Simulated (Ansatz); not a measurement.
**G0W0 run on MgO (Fm-3m)**

Theory: Ansatz 0.2.0-dev, G0W0@PBE, full frequency by contour deformation, all-electron datasets in plane waves (scalar-relativistic, Gaussian nuclei).

The input was:

```json
{
 "crystal": {"lattice": [[0.0, 2.031325, 2.031325], [2.031325, 0.0, 2.031325], [2.031325, 2.031325, 0.0]], "atoms": [{"symbol": "Mg", "position": [0.0, 0.0, 0.0]}, {"symbol": "O", "position": [0.5, 0.5, 0.5]}]},
 "basis": {"precision": "f64", "xc_grid": 2},
 "kpoints": {"mp_grid": {"grid": [4, 4, 4], "shift": [0, 0, 0]}},
 "hamiltonian": {"xc": "pbe", "dispersion": "none", "pseudopotentials": {"kind": "all_electron", "nuclear_model": "gaussian"}},
 "magnetization": {"spin_polarized": false},
 "scf": {"lower_state_search": "off", "max_iter": 200, "occupations": {"method": "fixed"}, "convergence": {"dr2_threshold": "1e-10 eV"}},
 "output": {},
 "gw": {"n_empty_bands": 108, "ecut_chi": 200, "ecutfock_ratio": 1, "qp_bands": ["v1", "c1"], "screening": {"model": "contour_deformation"}}
}
```

Levels count from the highest filled Kohn-Sham level listed; ε_QP = ε_KS + Z(Σ − Vxc). VB is the top filled band, CB the lowest empty one. The wave cutoff came out at 3300 eV.

| k | band | ε_KS (eV) | Σx − Vxc (eV) | Σc (eV) | Z | ε_QP (eV) |
| --- | --- | --- | --- | --- | --- | --- |
| Γ | VB | 0.00 | -5.58 | 3.58 | 0.80 | -1.60 |
| Γ | CB | 5.86 | 5.25 | -3.85 | 0.85 | 7.05 |

The gap (direct at Γ) opens from 5.86 eV to 8.65 eV.

Electronic (ion-clamped) dielectric constant on this mesh, from the head of the inverse dielectric matrix: 3.1.

The cell is a model at fixed atoms and needn't be the relaxed known crystal. The mesh is coarse, so these are values at the stated settings, not converged ones. Band sums or response are cut, so the gap isn't at its basis limit.
